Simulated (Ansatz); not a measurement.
CdGeAs2 in Ansatz: the effect of functional

CdGeAs2:

```
CELL_PARAMETERS angstrom
-2.98887 2.98887 5.66430
2.98887 -2.98887 5.66430
2.98887 2.98887 -5.66430
ATOMIC_POSITIONS crystal
Cd 0.50000 0.50000 0.00000
Cd 0.25000 0.75000 0.50000
As 0.09622 0.12500 0.47122
As 0.37500 0.90378 0.02878
As 0.65378 0.62500 0.52878
As 0.87500 0.34622 0.97122
Ge 0.75000 0.25000 0.50000
Ge 0.00000 0.00000 0.00000
```

The cell is a database's computed one.

Alike in all runs:

```yaml
Program: Ansatz 0.2.0
Task: band structure
Potentials_or_basis: all-electron LAPW, scalar-relativistic
Cutoff: 289 eV
Basis_error_allowed: 0.002 eV/atom
k_mesh: 6 × 6 × 6
Occupations: fermi-dirac, width 0.05 eV
Spin: no spin polarisation
```

One run gave: pressure -2.5 GPa; largest force 0.22 eV/Å. Which functional did it use?
A. PBE
B. PBEsol
C. LDA

C.

```csv
functional,pressure (GPa),largest force (eV/Å)
PBEsol,-0.7,0.18
LDA,-2.5,0.22
PBE,2.2,0.14
```

Not every run made on this cell is shown here.
